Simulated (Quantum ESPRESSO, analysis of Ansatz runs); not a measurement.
## HfO2 (P2_1/c), nudged elastic band: V_O hop (2.5 Å) (q = 0) (Quantum ESPRESSO)

Wanted: path and barrier of a jump of O in HfO2 (P2_1/c) at charge 0. The case: V_O hop (2.5 Å), in a cell of 48 host atoms with 1 O taken out.

Main program and level: Quantum ESPRESSO 7.5; Quantum ESPRESSO plane-wave DFT, PBEsol, GBRV 1.5 PBEsol potentials; nudged elastic band between two relaxed defect structures.

Report form: the programs' logs are mostly left out.

## 1. The starting structure

The cell holds 47 atoms: 16 Hf and 31 O. Cell: a = 9.411 Å, b = 8.427 Å, c = 9.411 Å, α = 110.9°, β = 113.5°, γ = 108.4°. It derives from HfO2 (space group P2_1/c). Nearest the centre at fractional (0.641, 0.628, 0.701): O31 at 1.27 Å, Hf8 at 1.69 Å, Hf10 at 1.71 Å, O22 at 2.56 Å, O20 at 2.65 Å, Hf3 at 2.66 Å, O38 at 2.69 Å, O24 at 2.82 Å.

The cell's shortest repeat is 8.4 Å.

## 2. Relaxation of the start point, charge 0

A barrier is counted from a minimum, so both ends are relaxed first. Small random displacements break the symmetry of the ideal sites, so that the defect can distort if it gains by it.

File pw.in:

```
&CONTROL
  calculation = 'relax'
  prefix = 'pwscf'
  outdir = './tmp'
  pseudo_dir = './pseudo'
  tprnfor = .true.
  disk_io = 'low'
  nstep = 70
  forc_conv_thr = 0.00078
  etot_conv_thr = 0.0001
/
&SYSTEM
  ibrav = 0
  nat = 47
  ntyp = 2
  ecutwfc = 36
  ecutrho = 288
  nbnd = 193
  occupations = 'fixed'
  nosym = .true.
/
&ELECTRONS
  conv_thr = 5d-08
  electron_maxstep = 100
  mixing_beta = 0.5
/
&IONS
  ion_dynamics = 'bfgs'
/
ATOMIC_SPECIES
Hf   178.4900 hf_pbesol_v1.uspp.F.UPF
O     15.9990 o_pbesol_v1.2.uspp.F.UPF
CELL_PARAMETERS angstrom
  -5.9416700321    5.1632183130    5.1583953549
   4.2040263173   -5.1632183130    5.1655565917
   5.9416700321    5.1632183130   -5.1583953549
ATOMIC_POSITIONS crystal
Hf     0.0828607080    0.4903100580    0.8693646186
Hf     0.0797020463    0.9883372071    0.3643934942
Hf     0.5844084286    0.4915541556    0.3702292641
Hf     0.5855223348    0.9918887049    0.8672820148
Hf     0.3719733555    0.2576241927    0.8375144896
Hf     0.3716377792    0.7577123305    0.3387688739
Hf     0.8718611601    0.2533615912    0.3365899649
Hf     0.8727530567    0.7575715309    0.8368622620
[... 35 atom lines left out ...]
O     -0.0022842575    0.4588639245    0.6160949227
O     -0.0025639547    0.9576501076    0.1142311262
O      0.4971831083    0.4575784699    0.1186511213
O      0.4981002188    0.9575238902    0.6141052088
K_POINTS gamma
```

Launch:

```console
$ OMP_NUM_THREADS=1 mpirun -n 4 pw.x -in pw.in > pw.out
```

Elapsed: 13 min, on 4 MPI ranks of Intel Xeon Platinum 8259CL at 2.50GHz (Skylake/Cascade Lake), shared host; peak memory 1.4 GiB.

Relaxation path:

| step | energy less that of the first step (eV) |
| --- | --- |
| 0 | 0.0000 |
| 1 | -0.2501 |
| 2 | -0.3689 |
| 3 | -0.3927 |
| 4 | -0.4100 |
| 5 | -0.4244 |
| 6 | -0.4331 |
| 7 | -0.4420 |
| 8 | -0.4522 |
| 9 | -0.4600 |
| 10 | -0.4688 |
| 11 | -0.4776 |
| 12 | -0.4835 |
| 13 | -0.4889 |
| 14 | -0.4929 |
| 15 | -0.4963 |
| 16 | -0.4986 |
| 17 | -0.5001 |
| 18 | -0.5010 |
| 19 | -0.5017 |
| 20 | -0.5022 |
| 21 | -0.5025 |

The atoms that moved most (Å):

| atom | dx | dy | dz | length |
| --- | --- | --- | --- | --- |
| O39 | 0.090 | -0.115 | -0.151 | 0.210 |
| O35 | -0.078 | -0.137 | 0.100 | 0.187 |
| O47 | -0.081 | 0.142 | 0.052 | 0.172 |
| O44 | -0.088 | 0.122 | 0.067 | 0.165 |
| O41 | 0.055 | 0.136 | -0.075 | 0.165 |
| O46 | -0.094 | 0.092 | 0.079 | 0.154 |
| O37 | 0.066 | -0.086 | -0.108 | 0.153 |
| O33 | -0.052 | -0.106 | 0.086 | 0.146 |

Neighbours of O31 at the end:

| atom | distance (Å) |
| --- | --- |
| Hf10 | 2.122 |
| Hf8 | 2.151 |
| Hf15 | 2.161 |
| Hf3 | 2.242 |
| O24 | 2.542 |
| O20 | 2.616 |
| O17 | 2.630 |
| O22 | 2.720 |

Read from the output:

- highest filled level: 13.61 eV
- lowest empty level: 15.15 eV
- r.m.s. move of the farther half of the atoms: 0.07528 Å
- largest move from the ideal geometry of this structure, a common shift of the far atoms taken out: 0.2390 Å

The relaxation gained 0.502 eV and ended with a largest force component of 0.018 eV/Å.

## 3. Relaxation of the end point, charge 0

The end point is relaxed in the same cell and settings, so that the two energies compare. Atoms more than 3.2 Å from the middle of the hop start where the first relaxation left them, the nearer ones on or close to their ideal places, with small random displacements.

File pw.in:

```
&CONTROL
  calculation = 'relax'
  prefix = 'pwscf'
  outdir = './tmp'
  pseudo_dir = './pseudo'
  tprnfor = .true.
  disk_io = 'low'
  nstep = 70
  forc_conv_thr = 0.00078
  etot_conv_thr = 0.0001
/
&SYSTEM
  ibrav = 0
  nat = 47
  ntyp = 2
  ecutwfc = 36
  ecutrho = 288
  nbnd = 193
  occupations = 'fixed'
  nosym = .true.
/
&ELECTRONS
  conv_thr = 5d-08
  electron_maxstep = 100
  mixing_beta = 0.5
/
&IONS
  ion_dynamics = 'bfgs'
/
ATOMIC_SPECIES
Hf   178.4900 hf_pbesol_v1.uspp.F.UPF
O     15.9990 o_pbesol_v1.2.uspp.F.UPF
CELL_PARAMETERS angstrom
  -5.9416700321    5.1632183130    5.1583953549
   4.2040263173   -5.1632183130    5.1655565917
   5.9416700321    5.1632183130   -5.1583953549
ATOMIC_POSITIONS crystal
Hf     0.0811040666    0.4923830384    0.8660433502
Hf     0.0824549064    0.9923351237    0.3659555876
Hf     0.5836541471    0.4924623065    0.3683548102
[... 4 atom lines left out ...]
Hf     0.8741576601    0.7579630425    0.8400552488
[... 1 atom line left out ...]
Hf     0.4164431824    0.5062387201    0.6323443137
[... 4 atom lines left out ...]
Hf     0.6246812935    0.2417980907    0.6586159456
[... 1 atom line left out ...]
O      0.3613362266    0.2143974433    0.5929040749
[... 2 atom lines left out ...]
O      0.8617018010    0.7131774132    0.5942883709
[... 1 atom line left out ...]
O      0.3799065265    0.5361054636    0.3986380410
[... 1 atom line left out ...]
O      0.8793613596    0.5348809139    0.8977565901
[... 6 atom lines left out ...]
O      0.6622232354    0.7922759493    0.8000394062
[... 2 atom lines left out ...]
O      0.3400700734    0.7046906296    0.7077438879
[... 3 atom lines left out ...]
O      0.5015288319    0.5446771894    0.8846836900
O      0.9745350652    0.0376306106    0.8765467492
[... 7 atom lines left out ...]
O      0.5154653941    0.9550721850    0.6203818002
K_POINTS gamma
```

Wall time 8.6 min (4 MPI ranks); peak memory 1.4 GiB.

Step by step:

| step | energy less that of the first step (eV) |
| --- | --- |
| 0 | 0.0000 |
| 1 | -0.0969 |
| 2 | -0.1620 |
| 3 | -0.1855 |
| 4 | -0.2057 |
| 5 | -0.2163 |
| 6 | -0.2252 |
| 7 | -0.2303 |
| 8 | -0.2337 |
| 9 | -0.2359 |
| 10 | -0.2374 |
| 11 | -0.2383 |
| 12 | -0.2388 |
| 13 | -0.2391 |
| 14 | -0.2394 |

The atoms that moved most (Å):

| atom | dx | dy | dz | length |
| --- | --- | --- | --- | --- |
| O34 | -0.060 | -0.116 | 0.093 | 0.160 |
| O45 | -0.054 | 0.077 | 0.054 | 0.109 |
| O39 | -0.028 | 0.050 | 0.076 | 0.096 |
| O38 | 0.037 | -0.066 | -0.050 | 0.091 |
| O47 | 0.048 | -0.066 | -0.008 | 0.082 |
| O24 | -0.038 | -0.057 | 0.000 | 0.068 |
| O20 | 0.015 | 0.007 | -0.053 | 0.056 |
| O35 | 0.006 | 0.032 | -0.033 | 0.046 |

Neighbours of O31 at the end:

| atom | distance (Å) |
| --- | --- |
| Hf8 | 2.012 |
| Hf4 | 2.063 |
| Hf10 | 2.102 |
| O34 | 2.543 |
| O39 | 2.729 |
| O38 | 2.738 |
| O45 | 2.839 |
| O47 | 2.841 |

Numbers from this step:

```
highest filled level                                                                              : 13.12 eV
lowest empty level                                                                                : 15.02 eV
r.m.s. move of the farther half of the atoms                                                      : 0.06823 Å
largest move from the ideal geometry of this structure, a common shift of the far atoms taken out : 0.1636 Å
```

The relaxation gained 0.239 eV and ended with a largest force component of 0.017 eV/Å. The end lies 0.101 eV below the start.

## 4. Nudged elastic band, charge 0

3 movable images are laid between the ends by interpolation. Each image feels the true force across the path and a spring force along it. The highest image is set to climb to the top of the path.

This step: Quantum ESPRESSO plane-wave DFT, PBEsol, GBRV 1.5 PBEsol potentials; nudged elastic band between two relaxed defect structures.

File neb.in:

```
BEGIN
BEGIN_PATH_INPUT
&PATH
  restart_mode = 'from_scratch'
  string_method = 'neb'
  nstep_path = 45
  ds = 1.5
  opt_scheme = 'broyden'
  num_of_images = 5
  k_max = 0.3
  k_min = 0.2
  CI_scheme = 'auto'
  path_thr = 0.06
/
END_PATH_INPUT
BEGIN_ENGINE_INPUT
&CONTROL
  prefix = 'pwscf'
  outdir = './tmp'
  pseudo_dir = './pseudo'
  disk_io = 'low'
/
&SYSTEM
  ibrav = 0
  nat = 47
  ntyp = 2
  ecutwfc = 36
  ecutrho = 288
  nbnd = 193
  occupations = 'fixed'
  nosym = .true.
/
&ELECTRONS
  conv_thr = 5d-08
  electron_maxstep = 100
  mixing_beta = 0.5
/
ATOMIC_SPECIES
Hf   178.4900 hf_pbesol_v1.uspp.F.UPF
O     15.9990 o_pbesol_v1.2.uspp.F.UPF
CELL_PARAMETERS angstrom
  -5.9416700321    5.1632183130    5.1583953549
   4.2040263173   -5.1632183130    5.1655565917
   5.9416700321    5.1632183130   -5.1583953549
BEGIN_POSITIONS
FIRST_IMAGE
ATOMIC_POSITIONS crystal
Hf     0.0825463936    0.4930905431    0.8670150860
Hf     0.0830582221    0.9911260711    0.3670501860
Hf     0.5817460845    0.4936580724    0.3670941354
Hf     0.5847081713    0.9906454759    0.8675683515
Hf     0.3749624064    0.2557385587    0.8398102940
Hf     0.3748096151    0.7562023631    0.3389696411
Hf     0.8749428764    0.2575040712    0.3403871754
Hf     0.8678175156    0.7552055337    0.8378613819
Hf     0.4180283267    0.0072983511    0.1328716685
Hf     0.4163337551    0.5060169773    0.6327177556
Hf     0.9161328312    0.0064932631    0.6324203089
Hf     0.9175669045    0.5064066825    0.1323694753
Hf     0.1234613183    0.2406625226    0.1584440091
Hf     0.1263723316    0.7422050279    0.6608701394
Hf     0.6251155479    0.2411199464    0.6596687464
Hf     0.6272194934    0.7428913811    0.1590317401
O      0.3617380136    0.2107019916    0.5943514970
O      0.3630100139    0.7143226751    0.0943066476
O      0.8616585711    0.2133669616    0.0949471407
O      0.8617944382    0.7134632099    0.5951596105
O      0.3818371063    0.0333578232    0.8958643356
O      0.3783442453    0.5331476366    0.3941855045
O      0.8812899944    0.0353269024    0.3972782445
O      0.8797949607    0.5347442548    0.8966705277
O      0.1378716581    0.2841524427    0.4026065965
O      0.1380670383    0.7857575576    0.9045481181
O      0.6392944584    0.2839419098    0.9040342102
O      0.6378072279    0.7846284823    0.4027642334
O      0.1182470754    0.4624497059    0.1003160242
O      0.1189913696    0.9635665094    0.6029889876
O      0.6203481091    0.4701141557    0.6080576359
O      0.6207033260    0.9655129921    0.1027142780
O      0.3355482327    0.2054975215    0.1918208654
O      0.3455405425    0.7099284186    0.7025723703
O      0.8374868320    0.2080686187    0.6909078928
O      0.8395318855    0.7066053722    0.1988730271
O      0.4852820542    0.0414835157    0.3794115946
O      0.4921205384    0.5420266638    0.8794928560
O      0.9742843324    0.0373533008    0.8766433856
O      0.9911735303    0.5420734179    0.3813510287
O      0.1631342141    0.2913038741    0.8073836146
O      0.1625857298    0.7913844724    0.3041174235
O      0.6626161525    0.2931175115    0.3072516404
O      0.0160418331    0.4577886526    0.6203239562
O      0.0054757984    0.9528252202    0.1162181948
O      0.5137390746    0.4572695826    0.1195366847
O      0.5169480215    0.9554744832    0.6207560541
INTERMEDIATE_IMAGE
ATOMIC_POSITIONS crystal
Hf     0.0827141278    0.4924937828    0.8666809831
Hf     0.0830712874    0.9914669895    0.3671461614
[... 45 atom lines left out ...]
INTERMEDIATE_IMAGE
ATOMIC_POSITIONS crystal
Hf     0.0828493007    0.4919188995    0.8663458114
Hf     0.0830685871    0.9917844547    0.3672353573
[... 45 atom lines left out ...]
INTERMEDIATE_IMAGE
ATOMIC_POSITIONS crystal
Hf     0.0829740136    0.4913581674    0.8660136176
Hf     0.0829749362    0.9920012690    0.3672424858
[... 45 atom lines left out ...]
LAST_IMAGE
ATOMIC_POSITIONS crystal
Hf     0.0831079304    0.4907693462    0.8656649078
Hf     0.0829816720    0.9923301673    0.3673558237
Hf     0.5822089059    0.4913677353    0.3667375321
[... 4 atom lines left out ...]
Hf     0.8740848440    0.7563644064    0.8405178174
[... 1 atom line left out ...]
Hf     0.4178603627    0.5052730258    0.6322658484
[... 4 atom lines left out ...]
Hf     0.6258414972    0.2430987935    0.6600530920
[... 1 atom line left out ...]
O      0.3650306409    0.2155089703    0.5939897302
[... 2 atom lines left out ...]
O      0.8579213743    0.7079244015    0.5956165409
[... 1 atom line left out ...]
O      0.3821517350    0.5346485181    0.3987513381
[... 1 atom line left out ...]
O      0.8746043862    0.5304790572    0.8886090428
[... 6 atom lines left out ...]
O      0.6609697066    0.7886074883    0.7994387487
[... 2 atom lines left out ...]
O      0.3385736924    0.7086440608    0.6921991110
[... 3 atom lines left out ...]
O      0.4909733954    0.5419436264    0.8811179310
O      0.9875058220    0.0428929085    0.8799914386
[... 7 atom lines left out ...]
O      0.5089990057    0.9582546388    0.6186566903
END_POSITIONS
K_POINTS gamma
END_ENGINE_INPUT
END
```

Launch:

```console
$ OMP_NUM_THREADS=1 mpirun -n 4 neb.x -ni 2 -inp neb.in > neb.out
```

Wall time 36 min (4 MPI ranks); peak memory 2.4 GiB.

Images along the path:

| image | path (Å) | energy (eV) | O31: x, y, z (Å) |
| --- | --- | --- | --- |
| 0 | 0.000 | 0.0000 | 1.903, 3.915, 2.492 |
| 1 | 0.736 | 1.2267 | 2.413, 3.689, 2.785 |
| 2 | 1.342 | 2.2027 | 2.889, 3.530, 3.010 |
| 3 | 2.001 | 1.2745 | 3.451, 3.414, 3.249 |
| 4 | 2.804 | -0.1014 | 4.138, 3.469, 3.359 |

This step gave:

| Quantity | Value |
| --- | --- |
| barrier forward | 2.203 eV |
| barrier backward | 2.304 eV |
| end less start | -0.1014 eV |
| hop length | 2.438 Å |

The band met its tolerance of 0.06 eV/Å after 11 iterations, with image 2 on top (the start counts as 0). O31, which moves farthest between the ends, has 4 Hf at 2.12 to 2.24 Å nearest at the start and 2 Hf at 1.95 Å at the top.

## 5. Outcome

```
barrier forward                         : 2.20 eV
barrier backward                        : 2.30 eV
end less start                          : -0.10 eV
hop length                              : 2.44 Å
band iterations, as the log counts them : 11
```

What this shows: The top of the band lies 2.20 eV above the start and 2.30 eV above the end. With an assumed prefactor of 1e13 per second it gives one hop a second along this one path at about 850 K; whether such hops link up through the crystal wasn't checked. At the top O31 stands 1.95 Å from its nearest Hf, 0.17 Å closer than at the start. The order of the top as a saddle was not checked for all atoms, so a bent path could be lower. Keep in mind: sampling at the zone centre alone can move energies of charged and open-shell states by tenths of an eV or more in cells of this size; periodic copies of the defect are only 8.4 Å apart; spin–orbit coupling, which can matter with heavy atoms, is left out. The cutoff of 36 Ry is under the 40 Ry advised for these potentials.

[Logs are printed without paths, hosts, clocks, repeated set-up lines and the standing remarks that a program may print on its own settings, such as how far it seeks lower states.]

[Hosts, paths, dates, database ids (printed as entryN), source tags and the programs' standing remarks are cut or masked in the printed files.]
